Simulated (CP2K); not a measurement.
The system is Hf.

```
CELL_PARAMETERS angstrom
3.19670 0.00000 0.00000
-1.59835 2.76842 0.00000
0.00000 0.00000 5.05780
ATOMIC_POSITIONS crystal
Hf 0.66667 0.33333 0.75000
Hf 0.33333 0.66667 0.25000
```

Base run:

```yaml
Program: CP2K 2026.2
Functional: PBE
Potentials_or_basis: POTENTIAL_UZH Hf GTH-PBE-q12; TZVP-MOLOPT-PBE-GTH basis
Density_cutoff: 6123 eV
k_mesh: 10 × 10 × 5
Occupations: fermi-dirac, width 0.05 eV
Spin: no spin polarisation
```

Its results: band gap on the k mesh none (metal or under the smearing width); pressure 0.8 GPa.

**Question.** The run is repeated on the same cell with these changes: functional from PBE to PBEsol; eps_default from 1.0E-10 to 1.0E-9. What comes out?

**Answer.** Band gap on the k mesh none (metal or under the smearing width); pressure -2.9 GPa.

Caveats: the basis of atomic orbitals isn't converged, which shifts pressures, moduli and gaps; the potentials were made for another functional, which shifts forces and pressure (some runs).

Not every run made on this cell is shown here.
